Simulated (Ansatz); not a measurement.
# Pb: equation of state with LDA

Crystal: Pb.

```xyz
1
Lattice="0.0000 2.4750 2.4750 2.4750 0.0000 2.4750 2.4750 2.4750 0.0000" Properties=species:S:1:pos:R:3 pbc="T T T"
Pb    0.0000    0.0000    0.0000
```

```json
{
  "Program": "Ansatz 0.2.0",
  "Task": "equation of state",
  "Functional": "LDA",
  "Potentials or basis": "Ansatz PAW",
  "Cutoff": "420 eV",
  "Density cutoff": "1680 eV",
  "k mesh": "9 × 9 × 9",
  "Occupations": "fermi-dirac, width 0.05 eV",
  "Spin": "no spin polarisation"
}
```

The equilibrium volume is 28.99 Å³/atom and the bulk modulus is 54 GPa. The pressure derivative of the bulk modulus is 5.4.

Energy against volume, from the lowest point:
| volume (Å³/atom) | energy (meV/atom) |
| --- | --- |
| 28.503 | 1.37 |
| 29.110 | 0.00 |
| 29.716 | 2.83 |
| 30.323 | 9.36 |
| 30.929 | 19.12 |
| 31.535 | 31.66 |
| 32.142 | 46.70 |

All runs of the series together: 3.7 s on 2 threads of Arm Neoverse V2, with other jobs on the host.

The cell as given is a measured one (30.32 Å³/atom); LDA puts the equilibrium volume -4.4 % from it, thermal expansion not counted.

Spin-orbit coupling is left out, which matters for the levels of Pb.
